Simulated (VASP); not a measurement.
A run of VASP 6.6.1 is set up as follows.

The input INCAR:

```
SYSTEM = Ge
PREC = Accurate
ENCUT = 450
EDIFF = 1E-7
ISMEAR = 0
SIGMA = 0.02
LREAL = .False.
LASPH = .True.
NELM = 100
ALGO = Normal
ISIF = 2
LWAVE = .False.
LCHARG = .False.
GGA = PE
```

File KPOINTS:

```
Automatic mesh
0
Gamma
  7 7 7
  0 0 0
```

The input POSCAR:

```
Ge
1.0
   -2.4958980000      2.6508630000      1.4369470000
    2.4958980000     -2.6508630000      1.4369470000
    2.4958980000      2.6508630000     -1.4369470000
Ge
2
Direct
    0.3140570000      0.0640570000      0.2500000000
    0.6859430000      0.9359430000      0.7500000000
```

Potentials or basis: VASP PAW PBE potentials, release 64 (Ge_d_GW).

Command:

```console
$ cat potpaw_PBE.64/Ge_d_GW/POTCAR > POTCAR
$ mpirun -np 1 vasp_std > vasp.out
```

Q: What does it give for the band gap on the k mesh?

A: None (metal or under the smearing width).

Q: Estimate the pressure.

A: 0.3 GPa.

Q: Predict the largest force.

A: 0.080 eV/Å.

Forces on the atoms (eV/Å):
```
Ge   0.000  0.000  0.080
Ge   0.000  0.000 -0.080
```

Caveat: the k mesh is coarse (spacing up to 0.36 Å⁻¹), so the values aren't converged; the cutoff is under 1.25 times the usual one of these potentials, so pressure, stress and relaxed cells hold a basis-set (Pulay) error.
